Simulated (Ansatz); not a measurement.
A crystal relaxed with r2SCAN in Ansatz 0.2.0 has space group P6_3mc (No. 186) and a = 3.183 Å, c = 5.184 Å.

| atom | site | x | y | z |
| --- | --- | --- | --- | --- |
| Ga | 2b | 0.3333 | 0.6667 | 0.9991 |
| Xx | 2b | 0.3333 | 0.6667 | 0.3759 |

With r2SCAN the gap is 2.35 eV and direct, at Γ. HSE06 gives a direct gap of 3.20 eV at Γ. Meshes: r2SCAN 12×12×6, HSE06 6×6×4. r2SCAN's ε∞ is 5.4 along x and y, 5.5 along z.

Problem. Which element is Xx?
A. P
B. N
C. Bi
D. Sb

Solution. B. Xx is N: GaN in the wurtzite structure. Ga is surrounded by 4 N at 1.95 Å; N is surrounded by 4 Ga at 1.95 Å.

Calculated for a static, non-magnetic cell.

The meshes of the hybrids are coarse, so their gaps aren't converged to the digits shown.
